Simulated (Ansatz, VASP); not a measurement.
## Ni in VASP and in Ansatz

```
Ni
1.0
     0.00000    1.51176    1.51176
     1.51176    0.00000    1.51176
     1.51176    1.51176    0.00000
Ni
1
Direct
  0.00000 0.00000 0.00000
```

Alike in both runs: functional LDA; k mesh 22 × 22 × 22; occupations fermi-dirac, width 0.1 eV; collinear spin.

Ansatz relaxed the structure, and its values are those at the end. VASP's run is a single point on that final structure, the one shown.

|  | VASP | Ansatz |
| --- | --- | --- |
| version | VASP 6.6.1 | Ansatz 0.2.0 |
| potentials or method | VASP PAW LDA potentials, release 64 (Ni) | PAW with Ansatz's default frozen-core files, scalar-relativistic |
| plane-wave cutoff (eV) | 520 | 420 |
| valence electrons in the cell | 10 | 18 |

|  | VASP | Ansatz | Ansatz less VASP |
| --- | --- | --- | --- |
| net moment per atom (μB) | 0.28 | 0.35 | +0.069 |
| size of the moment on the site where the two differ most (μB) | 0.27 | 0.36 | +0.091 |

Site moments also hang on the region over which each program counts them. The two sets of potentials don't hold the same shells in valence.
